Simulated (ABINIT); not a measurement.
Runs of ABINIT 10.8.3 (patched build) on Sn. Symmetry: Fd-3m, No. 227, cubic system. Conventional cell: a = 6.467 Å, b = 6.467 Å, c = 6.467 Å, α = 90.00°, β = 90.00°, γ = 90.00°. Sn (site symmetry -43m) has 4 Sn at 2.80 Å as nearest neighbours. This isn't the form of Sn at room conditions, which is tetragonal (white tin).

| task | potentials or basis | cell | k mesh | cutoff (eV) | smearing | bands in the sums | broadening (eV) | scissor shift (eV) | tensor components | fine-grid cutoff | gap on the mesh (eV) | pressure (GPa) |
| --- | --- | --- | --- | --- | --- | --- | --- | --- | --- | --- | --- | --- |
| optical spectrum | PseudoDojo NC SR PBEsol v0.4.1 standard | as given | 8 × 8 × 8, with 4 shifts | 871 | methfessel-paxton 0.1 eV | 20 | 0.1 | 0 | [11] | - | - | (a) |
| single point | PseudoDojo NC SR PBEsol v0.4.1 standard | as given | 5 × 5 × 5 | 871 | fermi-dirac 0.05 eV | - | - | - | - | - | none | 0.8 |
| single point | Ansatz PAW PBE default generated set, frozen core | cell relaxed | 5 × 5 × 5 | 419 | fermi-dirac 0.05 eV | - | - | - | - | 838.111 eV | none | 0.0 |
| phonons at a zone-boundary q | Ansatz PAW PBE default generated set, frozen core | cell relaxed at zero pressure by an earlier run | 8 × 8 × 8 | 419 | cold (ABINIT) 0.1 eV | - | - | - | - | 838.111 eV | none | -0.2 |
| relaxation of cell and atoms | Ansatz PAW PBE default generated set, frozen core | relaxed | 5 × 5 × 5 | 419 | fermi-dirac 0.05 eV | - | - | - | - | 838.111 eV | none | 0.0 |

Alike in all rows: level PBEsol; no spin polarisation.

Fill in the values left out.

(a) 0.5.

Caveats: the PAW data sets were made with another functional, which shifts forces and pressure a little (some runs); the intraband (Drude) term is left out (some runs); spectra need much finer meshes, so this one isn't converged (some runs); independent-particle spectra lack excitons (some runs); some modes are imaginary (some runs).

A k mesh can miss the band edges, and the runs leave out spin-orbit coupling on Sn.

A gap of «none» marks a metal or a gap under the smearing width.
